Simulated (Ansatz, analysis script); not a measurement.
```cif
data_cr
_symmetry_space_group_name_H-M 'P 1'
_symmetry_Int_Tables_number 1
_cell_length_a 3.0720
_cell_length_b 3.0720
_cell_length_c 14.0000
_cell_angle_alpha 90.000
_cell_angle_beta 90.000
_cell_angle_gamma 120.000
_cell_volume 114.42
loop_
_atom_site_label
_atom_site_type_symbol
_atom_site_fract_x
_atom_site_fract_y
_atom_site_fract_z
_atom_site_occupancy
Cr1 Cr 0.00000 0.00000 0.50000 1
_calc_subject 'Free-standing triangular Cr monolayer, spacing 3.072 Å: spin spirals and exchange'
_calc_method 'PBE, PAW set soft_1; spin spirals by the generalised Bloch theorem, no spin–orbit coupling (and 2 further levels or steps)'
_calc_program 'Ansatz 0.2.0 and analysis script 1'
_calc_settings_of_one_run 'cutoff 420 eV, 24×24×1 k-mesh, Fermi-Dirac occupations, smearing width 0.1 eV, cone angle 90 °, wavevectors 8, starting moments 4.22 μB'
_calc_notes 'The fit misses by 0.29 % of the energy range, so the shells describe the path well, though few points can’t fix distant couplings. In a sheet or chain isotropic couplings alone give no order above 0 K (Mermin and Wagner), so the mean-field number is only an energy scale. The cell was taken as built, with atoms unrelaxed. In doubt: the program’s search for lower states was switched off, so a lower magnetic state than those reached may exist.'
_calc_lowest_point_of_the_path 'q = (0.333, 0.333, 0), -312 meV a magnetic atom from q = 0'
_calc_highest_point '0 meV a magnetic atom'
_calc_j_of_the_nearest_shell '-37.2 meV'
_calc_mean_field_temperature '909 K'
```

[Logs and program files are shortened in this print: banners, set-up blocks, solver, clock and traceback lines can be left out without a mark of their own.]

[Logs are printed without paths, hosts, clocks, repeated set-up lines and the standing remarks that a program may print on its own settings, such as how far it seeks lower states.]

[Hosts, paths, dates, database ids (printed as entryN), source tags and the programs' standing remarks are cut or masked in the printed files.]
